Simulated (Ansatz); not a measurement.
**BaTe: computed DOS**

```xyz
2
Lattice="0.0000 3.4100 3.4100 3.4100 0.0000 3.4100 3.4100 3.4100 0.0000" Properties=species:S:1:pos:R:3 pbc="T T T"
Ba    0.0000    0.0000    0.0000
Te    3.4100    3.4100    3.4100
```

The cell is COD entry 1010423, as deposited and not checked against the literature; nothing was relaxed. It is an old determination, and later ones may differ.

No spin–orbit coupling, which matters for the heavy atoms here.

Method: Ansatz 0.2.0, DFT, PBE, all-electron LAPW, scalar-relativistic.

The runs use a Γ-centred 10×10×10 k mesh, Fermi–Dirac smearing of 0.05 eV, basis error target 0.25 meV/atom, no spin polarisation.

States per eV and cell, averaged over 0.6 eV, from -12.5 to 2.9 eV, with energies (bin centres) from the valence-band top; empty bins are left out. The partial columns, the largest 4 alone, are projections on Löwdin-orthogonalised atomic shells (those that the program's projection atoms carry: the occupied ones and, for some elements, an empty d or f shell; other empty shells have no column), summed over atoms of an element. Weights on diffuse s and p shells depend on that basis and aren't pure angular character.

```csv
E (eV),total,Ba 5p,Te 5p,Te 5s,Ba 6s
-12.3,5.41,4.93,0.13,0.28,0.07
-11.7,4.59,4.52,0.06,0.00,0.00
-9.9,0.00,0.00,0.00,0.00,0.00
-9.3,2.26,0.20,0.00,1.88,0.17
-8.7,1.07,0.14,0.00,0.89,0.03
-2.1,1.22,0.01,0.93,0.01,0.22
-1.5,1.92,0.04,1.58,0.02,0.21
-0.9,5.59,0.12,5.12,0.01,0.03
-0.3,1.26,0.03,1.17,0.00,0.00
1.5,0.11,0.00,0.00,0.00,0.00
2.1,0.54,0.00,0.01,0.00,0.00
2.7,1.07,0.00,0.02,0.00,0.01
```

Question: Which of the resolved shells contributes most in the top eV of the valence band?

Answer: Te 5p, with 92 % of all states there; Ba 5p follows with 2 %.
